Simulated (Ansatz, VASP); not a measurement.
One calculation of AlN, two programs

INCAR

```
SYSTEM = AlN
PREC     = Accurate       ! precision mode
ENCUT    = 600            ! plane-wave cutoff, eV
EDIFF    = 1E-7           ! SCF threshold, eV
ISMEAR   = 0              ! smearing method
SIGMA    = 0.02           ! smearing width, eV
LREAL    = .False.        ! projectors in reciprocal space
LASPH    = .True.         ! aspherical terms in the spheres
NELM     = 100            ! most SCF steps
ALGO     = Normal         ! electronic algorithm
ISIF     = 3              ! what is computed and relaxed
LWAVE    = .False.        ! write WAVECAR
LCHARG   = .False.        ! write CHGCAR
GGA      = PE             ! functional
IBRION   = 2              ! ionic algorithm
NSW      = 100            ! ionic steps
EDIFFG   = -0.005         ! ionic threshold
```

KPOINTS

```
Automatic mesh
0
Gamma
  12 12 6
  0 0 0
```

Contents of POSCAR:

```
AlN
1.0
    3.1285881400      0.0000000000      0.0000000000
   -1.5642940700      2.7094368000      0.0000000000
    0.0000000000      0.0000000000      5.0169550000
Al N
2 2
Direct
    0.6666666700      0.3333333300      0.4992870000
    0.3333333300      0.6666666700      0.9992870000
    0.6666666700      0.3333333300      0.8807130000
    0.3333333300      0.6666666700      0.3807130000
```

Input for Ansatz:

```yaml
crystal:
  lattice:
    - [3.12858814, 0.0, 0.0]
    - [-1.56429407, 2.7094368, 0.0]
    - [0.0, 0.0, 5.016955]
  atoms:
    - { symbol: Al, position: [0.66666667, 0.33333333, 0.499287] }
    - { symbol: Al, position: [0.33333333, 0.66666667, 0.999287] }
    - { symbol: "N", position: [0.66666667, 0.33333333, 0.880713] }
    - { symbol: "N", position: [0.33333333, 0.66666667, 0.380713] }
basis:
  ecutwfc: 420
kpoints:
  mp_grid: { grid: [12, 12, 6] }
hamiltonian:
  xc: pbe
scf:
  occupations: { method: gaussian, width: 0.02 }
output:
  forces: true
  stress: true
  eigenvalues: true
relax:
  adjacent_minimum: "off"
  f_tol: 0.005
  max_steps: 80
  cell: { stress_tol: 0.05 }
```

The cell is a database's computed one.

Alike in both runs: task relaxation of cell and atoms; functional PBE; k mesh 12 × 12 × 6; occupations gaussian, width 0.02 eV; no spin polarisation.

|  | VASP | Ansatz |
| --- | --- | --- |
| version | VASP 6.6.1 | Ansatz 0.2.0 |
| potentials or method | VASP PAW PBE potentials, release 64 (Al, N) | scalar-relativistic, plane waves, PAW |
| plane-wave cutoff (eV) | 600 | 420 |
| valence electrons in the cell | 16 | 16 |

VASP gave:

```
gap on the k mesh at the Fermi level, each at its own relaxed structure (eV) : 4.06
relaxed volume (Å³/atom)                                                     : 10.62
relaxed cell length with the largest relative difference (Å)                 : 3.128
```

Problem. Estimate Ansatz's values.

Solution. gap on the k mesh at the Fermi level, each at its own relaxed structure (eV): 4.03; relaxed volume (Å³/atom): 10.65; relaxed cell length with the largest relative difference (Å): 3.130.

A k mesh can miss the band edges. Expect the measured gap to be larger: semilocal functionals such as PBE lack the derivative discontinuity.
